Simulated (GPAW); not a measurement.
SnSe2, 3 atoms in the cell. The structure is trigonal, space group P-3m1 (No. 164). Conventional cell: a = 3.811 Å, b = 3.811 Å, c = 6.136 Å, α = 90.00°, β = 90.00°, γ = 120.00°. Around Sn (site symmetry -3m) lie 6 Se at 2.68 Å. Se (site symmetry 3m) is surrounded by 3 Sn at 2.68 Å. 

```yaml
Program: GPAW 26.7.0
Task: band structure
Functional: TASK
Potentials_or_basis: GPAW PAW data sets (gpaw-data 1.2.1)
Cutoff: 600 eV
Basis: pw
k_mesh: 6 × 6 × 3
Occupations: fermi-dirac, width 0.05 eV
Spin: spin-orbit coupling, no magnetisation
Maxiter: 150
Band_path: GMKGALHA,LM,KH
Band_points: 80
spin_axis_theta_degrees: 90
spin_axis_phi_degrees: 0
Soc_after_scf: second variation without the xc potential
```

Potentials or basis: GPAW PAW data sets (gpaw-data 1.2.1), pw.

Command:

```bash
$ OMP_NUM_THREADS=1 python run.py
```

Hardware: 1 thread of Arm Neoverse V2, on a shared host.

Estimate the wall time of this run.

Wall time 4.9 min on 1 thread of Arm Neoverse V2, with other jobs on the host, peak memory 0.53 GiB. Counts: scf iterations 23, plane waves 2593, bands 24, k points 17.
